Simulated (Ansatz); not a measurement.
AlSb (zinc blende), conventional cell a = b = c = 6.157 Å, α = β = γ = 90.00°. The calculation uses the primitive cell of 2 atoms, to which meshes and values per cell refer.

Grid over V/V₀ and (c/a)/(c/a)₀, subscript 0 meaning the relaxed cell; the conventional c axis lies along z; no internal relaxation.

The numbers are results of PBEsol (plane waves to 420 eV, PAW, scalar-relativistic; Ansatz, a first-principles code), not measurements. k mesh 13×13×13 (Γ-centred), Fermi-Dirac smearing 0.05 eV. The energy includes the smearing's −TS. AlSb was relaxed with its symmetry unable to fall. Spin-orbit coupling is left out, though Sb is heavy. The PAW data are Ansatz's earlier set. The zero of ΔE is the relaxed starting cell.

```json
[
 {"ΔE (meV/atom)": "(c/a)/(c/a)₀ = 0.880", "V/V₀ = 0.960": "38.9", "V/V₀ = 0.980": "33.9", "V/V₀ = 1.000": "33.2", "V/V₀ = 1.020": "36.2", "V/V₀ = 1.040": "42.7"},
 {"ΔE (meV/atom)": "(c/a)/(c/a)₀ = 0.940", "V/V₀ = 0.960": "16.4", "V/V₀ = 0.980": "10.3", "V/V₀ = 1.000": "___", "V/V₀ = 1.020": "10.7", "V/V₀ = 1.040": "16.3"},
 {"ΔE (meV/atom)": "(c/a)/(c/a)₀ = 1.000", "V/V₀ = 0.960": "___", "V/V₀ = 0.980": "2.1", "V/V₀ = 1.000": "0.0", "V/V₀ = 1.020": "1.9", "V/V₀ = 1.040": "7.2"},
 {"ΔE (meV/atom)": "(c/a)/(c/a)₀ = 1.060", "V/V₀ = 0.960": "16.9", "V/V₀ = 0.980": "___", "V/V₀ = 1.000": "9.0", "V/V₀ = 1.020": "___", "V/V₀ = 1.040": "___"},
 {"ΔE (meV/atom)": "(c/a)/(c/a)₀ = 1.120", "V/V₀ = 0.960": "43.0", "V/V₀ = 0.980": "37.5", "V/V₀ = 1.000": "36.3", "V/V₀ = 1.020": "38.9", "V/V₀ = 1.040": "44.9"}
]
```

Some entries are withheld; supply them.


- (c/a)/(c/a)₀ = 0.940, V/V₀ = 1.000: 8.6
- (c/a)/(c/a)₀ = 1.000, V/V₀ = 0.960: 8.5
- (c/a)/(c/a)₀ = 1.060, V/V₀ = 0.980: 10.8
- (c/a)/(c/a)₀ = 1.060, V/V₀ = 1.020: 11.0
- (c/a)/(c/a)₀ = 1.060, V/V₀ = 1.040: 16.6

(Under strain, the slope of the energy per volume gives the stress and its curvature an elastic modulus.)
